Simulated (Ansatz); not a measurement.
An Ansatz (an electronic-structure program) run: ZnTe; PBEsol (Ansatz; PAW; 420 eV plane waves; no spin-orbit coupling), earlier PAW set.

Input:

Ansatz 0.2 input:
```yaml
crystal:
  lattice:
    - [0, 3.0329145048, 3.0329145048]
    - [3.0329145048, 0, 3.0329145048]
    - [3.0329145048, 3.0329145048, 0]
  atoms:
    - { symbol: Te, position: [0.75, 0.75, 0.75] }
    - { symbol: Zn, position: [0, 0, 0] }
basis: { ecutwfc: 420, ecutrho_ratio: 4, xc_grid: 2, fft_grid_basis: typed }
kpoints: { mp_grid: { grid: [9, 9, 9] } }
hamiltonian:
  xc: pbesol
  dispersion: none
  pseudopotentials: { azcp: { folder: ./paw }, kind: paw }
scf: { occupations: { method: fermi_dirac, width: 0.05 }, convergence: { dr2_threshold: 0.0000000002 } }
output: { forces: true, stress: true }
```

Output (explanatory and most iteration lines left out):

```
Pseudopotential: Te, paw, valence charge 16
Pseudopotential: Zn, paw, valence charge 12
Crystal: 2 atoms, lattice volume = 55.797 Å³
Basis set: ecut = 420 eV, 1067 PW (Γ), exchange–correlation on 60×60×60 points (8 copies of the dense FFT grid, shifted against one another)
Bands: 18, of which v1, the nominal top of the filled ones, is band 14 counted from 1 (13 counted from 0)
Symmetry: 24 space group operations
Space group: F-43m (ITA 216), of the structure as read, at distance tolerance 3.8e-5 Å
k-points: 35 of 729 (time reversal used)
Functional: x = pbesol(κ = 0.804, μ = 0.12345679012345678), c = pbesol(β = 0.046)
SCF iter   1: F=—  HF=-10183.351009 eV  |F-HF|=—  |Δ(HF+E_count)|=         —  Δρ=2.59e-2  dr2=2.15e-1  ethr=3.10e-3  ⟨swp⟩=7.1  Hψ=3802  notcnv=0
SCF iter   2: F=—  HF=-10183.318560 eV  |F-HF|=—  |Δ(HF+E_count)|=   3.24e-2  Δρ=1.02e-2  dr2=4.40e-2  ethr=7.68e-4  ⟨swp⟩=2.7  Hψ=1373  notcnv=0
SCF 1 converged in 8 iterations: F = -10183.313610 eV  dr2 = 1.67e-10
SCF converged after 8 iterations
Free energy (F): -10183.313610 eV
Internal energy: -10183.313610 eV  (E = F + TS)
E sigma→0 (E₀):  -10183.313610 eV
Entropy (-TS):   -0.000000 eV (-0.000 meV/atom)
Fermi energy:    7.732027 eV
--- Forces (eV/Å), atoms counted from 1 ---
  atom   1  Te     0.00000000    -0.00000000     0.00000000
  atom   2  Zn    -0.00000000     0.00000000    -0.00000000
--- Stress (GPa, compression-positive) ---
        0.004493       0.000000      -0.000000
        0.000000       0.004493       0.000000
       -0.000000       0.000000       0.004493
  P = ⅓ Tr σ = 0.0045 GPa (0.045 kbar)
```

With Te present, leaving out spin-orbit coupling can change the band edges. No phonon test of stability was made. The cell is ZnTe in the zinc blende structure (space group F-43m, No. 216).
